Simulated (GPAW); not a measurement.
C: single point with RPBE

Crystal: C.

```
C
1.0
     2.45297    0.00000    0.00000
    -1.22648    2.12433    0.00000
     0.00000    0.00000    8.01131
C
8
Direct
  0.66667 0.33333 0.84375
  0.33333 0.66667 0.34375
  0.66667 0.33333 0.65625
  0.33333 0.66667 0.15625
  0.00000 0.00000 0.90625
  0.00000 0.00000 0.40625
  0.00000 0.00000 0.59375
  0.00000 0.00000 0.09375
```

This is a hexagonal form of diamond, not graphite.

The cell isn't the ideal one: volume scaled by 0.92.

- Program: GPAW 26.7.0
- Task: single point
- Functional: RPBE
- Potentials or basis: the program's PAW data sets (release 1.2.1) made for this functional
- Cutoff: 650 eV
- Basis: pw
- k mesh: 10 × 10 × 3
- Occupations: fermi-dirac, width 0.01 eV
- Spin: no spin polarisation

```yaml
Pressure: 52.4 GPa
Largest_force: 0.383 eV/Å
Band_gap_on_the_k_mesh: 4.61 eV, indirect (least direct gap 5.37 eV)
```

Forces in eV/Å, atoms in the order of the input:
```
C    0.000  0.000  0.367
C    0.000  0.000  0.367
C    0.000  0.000 -0.367
C    0.000  0.000 -0.367
C    0.000  0.000  0.383
C    0.000  0.000  0.383
C    0.000  0.000 -0.383
C    0.000  0.000 -0.383
```

Stress tensor (GPa, compression positive):
```
47.35  0.00  0.00
 0.00 47.35  0.00
 0.00  0.00 62.58
```

Levels at points of the mesh, in eV from the valence-band top:
| k point | band 14 | band 15 | band 16 | band 17 | band 18 | band 19 |
| --- | --- | --- | --- | --- | --- | --- |
| (0.00, 0.00, 0.00) | -0.25 | 0.00 | 0.00 | 5.37 | 5.37 | 5.96 |
| (0.50, 0.50, 0.00) | -4.90 | -4.03 | -3.18 | 4.63 | 5.90 | 6.07 |

Run time: 37 s on 1 thread of Arm Neoverse V1, on a shared host, peak memory 0.19 GiB.

Caveat: the cutoff is short for stress and forces, so pressures can be off by a GPa or more; an odd mesh through Γ misses points on the zone boundary, where band edges often lie.
